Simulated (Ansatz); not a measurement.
**Structures of Sn3S: which is lowest?**

Plane-wave DFT in Ansatz with scalar-relativistic PAW potentials, cutoff 420 eV, Γ-centred meshes chosen by cell and gap, Gaussian smearing with energies taken to zero width. Every cell was relaxed (cell and atoms) in a run of its own, within the symmetry of its start. Functional: PBE.

Relaxed structures (starts from databases or built by putting these elements on another compound's sites):
A. Pm-3n, 8 atoms in the computed cell, a = 5.923 Å; sites (symmetry × multiplicity) Sn -4m.2 × 6, S m-3. × 2; start: built
B. Pm-3m, 4 atoms in the computed cell, a = 4.679 Å; sites (symmetry × multiplicity) Sn 4/mm.m × 3, S m-3m × 1; start: built

Q: Rank them by energy. Could pressure change the order?

A:
| structure | group | E − E(lowest) (meV/atom) | V (Å³/atom) | gap on mesh (eV) |
| --- | --- | --- | --- | --- |
| B | Pm-3m | 0.0 | 25.61 | 0.00 |
| A | Pm-3n | 56 | 25.98 | 0.00 |

B is lowest, 56 meV/atom under A. The lowest is also the densest of these, so pressure wouldn't bring one of the others in at first order. Other structures may lie lower than all of these, and vibrations aren't counted.